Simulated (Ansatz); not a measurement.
The system is AlNi.

```
CELL_PARAMETERS angstrom
1.93869 -1.95319 0.00000
1.93869 1.95319 0.00000
0.00000 0.00000 3.09943
ATOMIC_POSITIONS crystal
Ni 0.50000 0.50000 0.50000
Al 0.00000 0.00000 0.00000
```

The cell comes from a database or a generator and needn't be the stable form of this composition.

- Program: Ansatz 0.2.0
- Task: relaxation of cell and atoms
- Functional: PBEsol
- Dispersion: D3(BJ)
- Potentials or basis: Ansatz PAW
- Cutoff: 420 eV (not typed: the program's choice for these potentials)
- k mesh: 10 × 10 × 9
- Occupations: fermi-dirac, width 0.05 eV
- Spin: collinear spin, ferromagnetic start
- Starting moments: [1.0, 0.0] μB

At the start: volume 11.74 Å³/atom.

Question: How do energy, volume and symmetry change on relaxing?

Answer: It ends after 9 steps and the volume is 11.34 Å³/atom (-3.4 %); space group Pm-3m (No. 221, to 0.05 Å); moment 0.00 μB per cell.

The path:
```csv
step,energy change (eV),largest force (eV/Å),volume (Å³)
1,0.0000,0.0000,23.47
2,-0.0306,0.0000,23.07
3,-0.0564,0.0000,22.68
4,-0.0574,0.0000,22.68
5,-0.0576,0.0000,22.68
6,-0.0576,0.0000,22.68
7,-0.0577,0.0000,22.68
8,-0.0577,0.0000,22.69
9,-0.0577,0.0000,22.69
```

Final structure:
```
Ni Al
1.0
     2.00286   -2.00288    0.00000
     2.00286    2.00288    0.00000
     0.00000    0.00000    2.82751
Ni Al
1 1
Direct
  0.50000 0.50000 0.50000
  0.00000 0.00000 0.00000
```

Caveat: the plane-wave basis is chosen anew once the cell has moved, so the energies of steps on either side of that aren't comparable; pairwise dispersion overbinds metals, which lowers pressure and volume; the PAW data sets come from PBE, with cores solved anew for the run's functional, which leaves a small shift of forces and pressure; the starting moments weren't kept.
